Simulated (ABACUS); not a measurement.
Runs of ABACUS 3.10.1 on FeO (Wuestite). It takes space group R-3m (No. 166, trigonal). Conventional cell: a = 3.038 Å, b = 3.038 Å, c = 7.559 Å, α = 90.00°, β = 90.00°, γ = 120.00°. Fe (site symmetry -3m) is surrounded by 6 O at 2.16 Å. O (site symmetry -3m) is surrounded by 6 Fe at 2.16 Å. 

```tsv
level	D2 scale factor	pressure (GPa)	moment (μB)	relaxed volume (Å³/atom)
revPBE+D2	1.25	0.0	4.00	10.15
revPBE+D3(BJ)	-	0.0	4.00	9.85
revPBE+D3	-	0.0	4.00	9.93
revPBE	-	0.0	4.00	(a)
revPBE+D3(BJ)+ABC	-	0.0	4.00	(b)
```

Alike in all rows: task relaxation of cell and atoms; potentials or basis PseudoDojo NC SR 0.4.1 PBE standard, DZP LCAO (the cutoffs set its grid); spin collinear, ferromagnetic start; cell relaxed; k mesh 8 × 8 × 8; cutoff (eV) 1361; smearing fermi-dirac 0.05 eV.

Task: Fill in the values left out.

Result: (a) 10.21; (b) 9.87.

Caveats: the atomic orbitals were generated for these runs and aren't a published set; the shape was held while the volume relaxed; the potentials were made for another functional, which shifts forces and pressure; the basis of atomic orbitals isn't converged, which shifts pressures, moduli and gaps; a cell with one magnetic atom can't hold antiferromagnetic order, which such compounds often take.
